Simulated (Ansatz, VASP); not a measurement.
## Ag: VASP beside Ansatz

```
Ag
1.0
     0.00000    1.96138    2.04310
     1.96138    0.00000    2.04310
     1.96138    1.96138    0.00000
Ag
1
Cartesian
  0.0000 0.0000 0.0000
```

Change from the starting cell: strain -0.040 along x and y, +0.000 along z, atoms carried along.

Alike in both runs: task single point; functional PBE; k mesh 20 × 20 × 20; occupations gaussian, width 0.15 eV; no spin polarisation.

```csv
,VASP,Ansatz
version,VASP 6.6.1,Ansatz 0.2.0
potentials or method,"VASP PAW PBE potentials, release 64 (Ag)","scalar-relativistic, plane waves, PAW"
plane-wave cutoff (eV),520,420
valence electrons in the cell,11,19
```

|  | VASP | Ansatz | Ansatz less VASP |
| --- | --- | --- | --- |
| gap on the k mesh at the Fermi level (eV) | none | none | - |
| pressure (GPa) | 16.5 | 16.7 | +0.30 |
| largest component of the traceless stress (GPa) | 1.65 | 1.66 | +0.010 |

A gap of «none» marks a metal or a gap that the smearing closes. The two sets of potentials don't hold the same shells in valence.

Caveats: so large a pressure means that the cell lies far from this level's equilibrium, or that cutoff or potentials fall short (VASP).
